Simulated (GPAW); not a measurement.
# CdS (Greenockite) (P6_3mc) in GPAW: notebook

One crystal, CdS (Greenockite), is run at these levels: PBE; tasks: band structure.

All numbers are computed with GPAW 26.7.0; they aren't measurements. Logs are shortened: lines on timing, memory, paths and dates and some standing lists are left out, and cuts for length are marked. The log counts tension as positive stress, the text compression.

**Measured values to compare with.**

“Isotope dependence of band-gap energy”, 2008, arxiv:0807.2152 quotes, for a bulk crystal of CdS: band gap 2.5809 ± 0.0002 eV.

The results are compared with them further down.

## 1. The structure

Symmetry: P6_3mc, No. 186, hexagonal system. The conventional cell has a = 4.150 Å, b = 4.150 Å, c = 6.737 Å, α = 90.00°, β = 90.00°, γ = 120.00°. Cd (site symmetry 3m) is surrounded by 4 S at 2.53 to 2.54 Å. S (site symmetry 3m) is surrounded by 4 Cd at 2.53 to 2.54 Å.

## 2. Band structure, PBE

File run.py:

```python
from ase.dft.bandgap import bandgap
from ase.io import read, write
from ase.units import GPa
from gpaw import GPAW, PW, setup_paths

setup_paths.insert(0, '.')

atoms = read('POSCAR')

calc = GPAW(mode=PW(600),
            xc='PBE',
            kpts={'size': (7, 7, 4), 'gamma': True},
            occupations={'name': 'fermi-dirac', 'width': 0.05},
            nbands=31,
            convergence={'density': 1e-05, 'energy': 1e-05},
            maxiter=150,
            txt='gpaw.txt')
atoms.calc = calc
energy = atoms.get_potential_energy()
forces = atoms.get_forces()
stress = atoms.get_stress()
calc.write('gs.gpw')
write('result.traj', atoms)
print(f'Energy: {energy:.6f} eV')
print('Forces (eV/A):')
print(forces.round(4))
print('Stress (GPa):', (stress / GPa).round(3))
print('Fermi level:', round(calc.get_fermi_level(), 4), 'eV')
print(f'Gap: {bandgap(calc)[0]:.4f} eV, direct: {bandgap(calc, direct=True)[0]:.4f} eV')

path = atoms.cell.bandpath('GMKGALHA,LM,KH', npoints=60, eps=1e-4)
bs_calc = calc.fixed_density(kpts=path, symmetry='off', nbands=51,
                             convergence={'bands': 'CBM+6.0', 'eigenstates': 1e-6}, txt='bands.txt')
bs = bs_calc.band_structure()
bs.write('bs.json')
print(f'Gap on the path: {bandgap(bs_calc)[0]:.4f} eV')
```

File POSCAR:

```
CdS
1.0
    4.1500000000      0.0000000000      0.0000000000
   -2.0750000000      3.5940054257      0.0000000000
    0.0000000000      0.0000000000      6.7370000000
Cd S
2 2
Direct
    0.6666666667      0.3333333333      0.5000000000
    0.3333333333      0.6666666667      0.0000000000
    0.6666666667      0.3333333333      0.8750000000
    0.3333333333      0.6666666667      0.3750000000
```

Potentials or basis: PAW data sets generated in the run's folder for this functional, pw.

Started as:

```
gpaw-setup -f PBE Cd S
OMP_NUM_THREADS=1 python run.py
```

gpaw.txt:

```text
__  _  _
 | _ |_)|_||  |
 |__||  | ||/\| - 26.7.0

Input parameters:
  mode=PW(ecut=600.0),
  convergence={'density': 1e-05, 'energy': 1e-05},
  kpts=MonkhorstPack(size=(7, 7, 4), gamma=True),
  maxiter=150,
  nbands=31,
  occupations=Occupations(name='fermi-dirac', width=0.05),
  xc=XC(name='PBE')

Diagonalizing LCAO Hamiltonian
Converting LCAO to pw mode

            S

            Cd
        S

        Cd

Atoms  # Å, Bohr magnetons
|   | symbol |         x |        y |        z |    initial magnetic moments |
|---|--------|-----------|----------|----------|-----------------------------|
| 0 |     Cd |  2.075000 | 1.198002 | 3.368500 | ( 0.0000,  0.0000,  0.0000) |
| 1 |     Cd | -0.000000 | 2.396004 | 0.000000 | ( 0.0000,  0.0000,  0.0000) |
| 2 |      S |  2.075000 | 1.198002 | 5.894875 | ( 0.0000,  0.0000,  0.0000) |
| 3 |      S | -0.000000 | 2.396004 | 2.526375 | ( 0.0000,  0.0000,  0.0000) |

Unit cell  # Å
| periodic |         x |        y |        z |  lengths |     angles |
|----------|-----------|----------|----------|----------|------------|
|      yes |  4.150000 | 0.000000 | 0.000000 | 4.150000 |  90.000000 |
|      yes | -2.075000 | 3.594005 | 0.000000 | 4.150000 |  90.000000 |
|      yes |  0.000000 | 0.000000 | 6.737000 | 6.737000 | 120.000000 |

Number of symmetries: 6
Symmetry operations  # r_c * U_cc + t_c -> r_c
|   | kind |            matrix            |
|---|------|------------------------------|
| 0 |  σ   |  1, 1, 0,  0,-1, 0,  0, 0, 1 |
| 1 |  E   |  1, 0, 0,  0, 1, 0,  0, 0, 1 |
| 2 |  C3  |  0, 1, 0, -1,-1, 0,  0, 0, 1 |
| 3 |  σ   |  0,-1, 0, -1, 0, 0,  0, 0, 1 |
| 4 |  σ   | -1, 0, 0,  1, 1, 0,  0, 0, 1 |
| 5 |  C3  | -1,-1, 0,  1, 0, 0,  0, 0, 1 |

BZ-sampling:
  Number of BZ points: 196
  Number of IBZ points: 28

  Monkhorst-Pack size: [7, 7, 4]
  Monkhorst-Pack shift: [0.0, 0.0, 0.125]

K-points  # in reciprocal-cell coordinates
|     |                                coordinates |     weight |
|-----|--------------------------------------------|------------|
|   0 | (  0.00000000,   0.00000000,   0.00000000) | 0.00510204 |
|   1 | (  0.00000000,   0.00000000,   0.25000000) | 0.01020408 |
|   2 | (  0.00000000,   0.00000000,   0.50000000) | 0.00510204 |
|   3 | (  0.14285714,   0.00000000,  -0.25000000) | 0.03061224 |
|   4 | (  0.14285714,   0.00000000,   0.00000000) | 0.03061224 |
|   5 | (  0.14285714,   0.00000000,   0.25000000) | 0.03061224 |
|   6 | (  0.14285714,   0.00000000,   0.50000000) | 0.03061224 |
|   7 | (  0.28571429,  -0.14285714,   0.00000000) | 0.03061224 |
|   8 | (  0.28571429,  -0.14285714,   0.25000000) | 0.06122449 |
|   9 | (  0.28571429,  -0.14285714,   0.50000000) | 0.03061224 |
| ... |                                            |            |
|  27 | (  0.42857143,   0.42857143,   0.50000000) | 0.03061224 |

Plane wave coefficients: 3376
Cutoff: 600.0 eV

Spin-components: 1 (collinear spins)
Bands:           31
Projectors:      22
Spin-degeneracy: 2
Datatype:        complex128

Parallelization:
  kpt:    1
  domain: 1
  band:   1

Density:
  Valence electrons: 36.0
  Components: 1
  Grid points: [24 24 40]
  Charge: 0.0  # |e|

Potential:
  Grid points: [24 24 40]

species:
  Cd:
    name:    Cadmium
    Z:       48.0
    valence: 12
    core:    36
    charge:  0.0  # [|e|]
    compensation charges:
      type: gauss
      rc: 0.38  # [Å]
      lmax: 2
    cutoffs:
      filter: 2.12  # [Å]
      core: 2.62  # [Å]
    projectors
    | kind |    occ | energy [eV] | rcut [Å] |
    |------|--------|-------------|----------|
    |   5s |  2.000 |      -5.655 |    1.191 |
    |   5p |  0.000 |      -1.186 |    1.228 |
    |   4d | 10.000 |     -11.739 |    1.164 |
    |    s |        |      21.556 |    1.191 |
    |    p |        |      26.026 |    1.228 |
    |    d |        |      15.473 |    1.164 |

    Using partial waves for Cd as LCAO basis

  S:
    name:    Sulfur
    Z:       16.0
    valence: 6
    core:    10
    charge:  0.0  # [|e|]
    compensation charges:
      type: gauss
      rc: 0.24  # [Å]
      lmax: 2
    cutoffs:
      filter: 1.77  # [Å]
      core: 1.66  # [Å]
    projectors
    | kind |    occ | energy [eV] | rcut [Å] |
    |------|--------|-------------|----------|
    |   3s |  2.000 |     -17.254 |    0.974 |
    |   3p |  4.000 |      -7.008 |    0.979 |
    |    s |        |       9.957 |    0.974 |
    |    p |        |      20.203 |    0.979 |
    |    d |        |       0.000 |    0.900 |

    Using partial waves for S as LCAO basis

Reference energy: -326061.479740  # eV

eigensolver:
  PPCG
  Converge bands: occupied
  niter=2

density mixing:
  MSR1-Mixer
  Pratt-step length: 0.05
  Maximum mixing coefficient: 0.75
  Old densities: 10
  SVD Regularization: 0.005
  Good broyden scale: 1.0
  Trust region scale: 1.0
  Backstep threshold: 4.0
  History deletion threshold: 6.0
  Fourier metric: weight=20.0, sigma=0.015

occupation numbers:
  Fermi-Dirac:
    width: 0.0500  # eV

poisson solver:
  ecut: 4800.0  # eV

xc functional:
  name: PBE with 2 nearest neighbor stencil

convergence criteria:
- Maximum integral of absolute [dens]ity change: 1e-05 electrons / valence electron
- Maximum [total energy] change in last 3 cyles: 1e-05 eV / valence electron
- Maximum integral of absolute [eigenst]ate change: 4e-08 eV^2 / valence electron
maximum number of iterations: 150

SCF iterations
|iter     | |      energy | eigst |  dens |
|---------|-|-------------|-------|-------|
|iter:   1| |  -13.693902 | -0.40 |       |
|iter:   2| |  -13.468629 | -2.10 | -1.12 |
|iter:   3| |  -12.680780 | -1.37 | -1.16 |
|iter:   4| |  -12.676621 | -3.22 | -1.73 |
|iter:   5| |  -12.675846 | -3.62 | -2.16 |
|iter:   6| |  -12.675952 | -4.97 | -2.86 |
|iter:   7| |  -12.675965c| -6.24 | -3.48 |
|iter:   8| |  -12.675965c| -7.31 | -4.41 |
|iter:   9| |  -12.675965c| -7.55c| -4.68 |
|iter:  10| |  -12.675965c| -7.84c| -5.19c|

Converged in 10 steps
Energy contributions relative to reference atoms: (reference = -326061.479740)

Energy contributions:
  Kinetic:          37.011234
  Coulomb:         -33.548586
  Zero:              0.289944
  External:          0.000000
  Xc:              -16.428557
  Entropy:          -0.000000
  Spinorbit:         0.000000
  ----------------------------
  Free energy:     -12.675965
  Extrapolated:    -12.675965

dipole moment: (-0.000000, -0.000021, -18.993700)  # |e|*Ang

Fermi level: 4.082
Eigenvalues  # (at kpt = [0.000, 0.000, 0.000])
| band index |      eig [eV] | occ [0-2] |
|------------|---------------|-----------|
|          0 |        -8.851 |     2.000 |
|        ... |               |           |
|         10 |        -3.654 |     2.000 |
|         11 |        -3.320 |     2.000 |
|         12 |        -0.883 |     2.000 |
|         13 |         2.699 |     2.000 |
|         14 |         2.699 |     2.000 |
|         15 |         3.419 |     2.000 |
[... 8 lines left out ...]
|         24 |        10.993 |     0.000 |
|         25 |        11.129 |     0.000 |
|        ... |               |           |
|         30 |        14.988 |     0.000 |

Gap: 1.177 eV
Transition (v -> c):
  (s=0, k=0, n=17, [0.00, 0.00, 0.00]) -> (s=0, k=0, n=18, [0.00, 0.00, 0.00])
No difference between direct/indirect transitions

Forces  # eV/Ang
|        x |       y |        z |
|----------|---------|----------|
| -0.00000 | 0.00000 | -0.06686 |  # Cd   0
| -0.00000 | 0.00000 | -0.06740 |  # Cd   1
|  0.00000 | 0.00000 |  0.06680 |  # S    2
|  0.00000 | 0.00000 |  0.06744 |  # S    3

Stress tensor  # eV/Ang^3
|         x |         y |         z |
|-----------|-----------|-----------|
| -0.010039 | -0.000000 |  0.000000 |
| -0.000000 | -0.010039 |  0.000000 |
|  0.000000 |  0.000000 | -0.014059 |

# Writing to gs.gpw (mode='')
```

stdout:

```text
Energy: -12.675965 eV
Forces (eV/A):
[[-0.      0.     -0.0669]
 [-0.      0.     -0.0674]
 [ 0.      0.      0.0668]
 [ 0.      0.      0.0674]]
Stress (GPa): [-1.608 -1.608 -2.253  0.     0.    -0.   ]
Fermi level: 4.0819 eV
Gap: 1.1772 eV, direct: 1.1772 eV
Gap on the path: 1.1772 eV
```

bands.txt:

```text
Diagonalizing LCAO Hamiltonian
Converting LCAO to pw mode
convergence criteria:
- Maximum integral of absolute [eigenst]ate change: 1e-06 eV^2 / valence electron
maximum number of iterations: 150

SCF iterations
|iter     | |      energy | eigst |  dens |
|---------|-|-------------|-------|-------|
|iter:   1| |             | +0.96 |       |
[... 66 lines left out ...]
         [0.5       , 0.        , 0.2       ],
         [0.5       , 0.        , 0.1       ],
         [0.5       , 0.        , 0.        ],
         [0.33333333, 0.33333333, 0.        ],
         [0.33333333, 0.33333333, 0.125     ],
         [0.33333333, 0.33333333, 0.25      ],
         [0.33333333, 0.33333333, 0.375     ],
         [0.33333333, 0.33333333, 0.5       ]])),
  maxiter=150,
  nbands=51,
  occupations=Occupations(name='fermi-dirac', width=0.05),
  symmetry=Symmetry(point_group=False, time_reversal=False),
  xc=XC(name='PBE')
```

It took 3 min on 1 thread of Arm Neoverse V1, shared host; peak memory 0.47 GiB.

What came out:

```yaml
Free_energy: -12.6760 eV
Pressure: 1.8 GPa
Largest_force: 0.067 eV/Å
Band_gap_on_the_k_mesh: 1.18 eV, direct
Band_gap_along_the_path: 1.18 eV, direct
```

Forces on the atoms (eV/Å):
```
Cd   0.000  0.000 -0.067
Cd   0.000  0.000 -0.067
S    0.000  0.000  0.067
S    0.000  0.000  0.067
```

Levels at the corners of the path, in eV from the valence-band top:
| point | band 16 | band 17 | band 18 | band 19 | band 20 | band 21 |
| --- | --- | --- | --- | --- | --- | --- |
| Γ | -0.04 | 0.00 | 0.00 | 1.18 | 2.77 | 6.43 |
| M | -1.86 | -1.29 | -0.73 | 3.69 | 3.88 | 5.10 |
| K | -1.84 | -1.84 | -1.60 | 4.65 | 5.05 | 5.05 |
| Γ | -0.04 | 0.00 | 0.00 | 1.18 | 2.77 | 6.43 |
| A | -0.40 | -0.40 | -0.40 | 2.82 | 2.82 | 6.15 |
| L | -1.33 | -1.32 | -1.32 | 3.46 | 3.46 | 5.37 |
| H | -2.39 | -1.12 | -1.12 | 4.37 | 4.37 | 6.08 |
| A | -0.40 | -0.40 | -0.40 | 2.82 | 2.82 | 6.15 |
| L | -1.33 | -1.32 | -1.32 | 3.46 | 3.46 | 5.37 |
| M | -1.86 | -1.29 | -0.73 | 3.69 | 3.88 | 5.10 |
| K | -1.84 | -1.84 | -1.60 | 4.65 | 5.05 | 5.05 |
| H | -2.39 | -1.12 | -1.12 | 4.37 | 4.37 | 6.08 |

## 3. Band structure, PBE

Changes to run.py since step 2:

```diff
@@ -13,3 +13,4 @@
             occupations={'name': 'fermi-dirac', 'width': 0.05},
-            nbands=31,
+            setups={'Cd': 'jth', 'S': 'jth'},
+            nbands=-13,
             convergence={'density': 1e-05, 'energy': 1e-05},
@@ -31,3 +32,3 @@
 path = atoms.cell.bandpath('GMKGALHA,LM,KH', npoints=60, eps=1e-4)
-bs_calc = calc.fixed_density(kpts=path, symmetry='off', nbands=51,
+bs_calc = calc.fixed_density(kpts=path, symmetry='off', nbands=-29,
                              convergence={'bands': 'CBM+6.0', 'eigenstates': 1e-6}, txt='bands.txt')
```

POSCAR is that of step 2.

Potentials or basis: JTH PAW 2.0, PBE, pw.

Started as:

```
OMP_NUM_THREADS=1 python run.py
```

It took 5.8 min on 1 thread of Arm Neoverse V1, shared host; peak memory 0.45 GiB.

It converged, with:

- Free energy: -11.0098 eV
- Pressure: 1.9 GPa
- Largest force: 0.068 eV/Å
- Band gap on the k mesh: 1.19 eV, direct
- Band gap along the path: 1.19 eV, direct

Forces on the atoms (eV/Å):
```
Cd   0.000  0.000 -0.068
Cd   0.000  0.000 -0.068
S    0.000  0.000  0.068
S    0.000  0.000  0.068
```

Stress tensor (GPa, compression positive):
```
1.66 0.00 0.00
0.00 1.66 0.00
0.00 0.00 2.30
```

Levels at the corners of the path, in eV from the valence-band top:
```tsv
point	band 14	band 15	band 16	band 17	band 18	band 19	band 20	band 21	band 22	band 23
Γ	-0.76	-0.76	-0.04	0.00	0.00	1.19	2.78	6.46	6.46	6.78
M	-3.47	-2.62	-1.85	-1.28	-0.73	3.69	3.89	5.12	6.37	6.99
K	-3.64	-3.04	-1.83	-1.83	-1.59	4.67	5.05	5.05	7.16	7.41
Γ	-0.76	-0.76	-0.04	0.00	0.00	1.19	2.78	6.46	6.46	6.78
A	-2.45	-0.39	-0.39	-0.39	-0.39	2.83	2.83	6.17	6.17	6.81
L	-4.08	-1.32	-1.32	-1.31	-1.31	3.48	3.48	5.39	5.39	7.87
H	-3.97	-2.38	-2.38	-1.11	-1.11	4.38	4.38	6.10	6.10	6.45
A	-2.45	-0.39	-0.39	-0.39	-0.39	2.83	2.83	6.17	6.17	6.81
L	-4.08	-1.32	-1.32	-1.31	-1.31	3.48	3.48	5.39	5.39	7.87
M	-3.47	-2.62	-1.85	-1.28	-0.73	3.69	3.89	5.12	6.37	6.99
K	-3.64	-3.04	-1.83	-1.83	-1.59	4.67	5.05	5.05	7.16	7.41
H	-3.97	-2.38	-2.38	-1.11	-1.11	4.38	4.38	6.10	6.10	6.45
```

Caveat: the program truncates these outside data sets.

## 4. How close it comes

Step 2. Against the measured gap of CdS, 2.5809 eV (quoted in “Isotope dependence of band-gap energy”, 2008, arxiv:0807.2152), the calculated 1.18 eV is off by -1.40 eV. So large a miss can be the level of theory's own, or it may mean another phase, state or a wrong row. Spin-orbit coupling on Cd is left out. The value is that of PBE, without temperature or zero-point motion. Semilocal functionals fall short of measured gaps as a rule.

Step 3. A measured gap of CdS is 2.5809 eV (quoted in “Isotope dependence of band-gap energy”, 2008, arxiv:0807.2152); the calculated 1.19 eV misses it by -1.40 eV. So large a miss can be the level of theory's own, or it may mean another phase, state or a wrong row. Spin-orbit coupling on Cd is left out. The value is that of PBE, without temperature or zero-point motion. Semilocal functionals fall short of measured gaps as a rule.
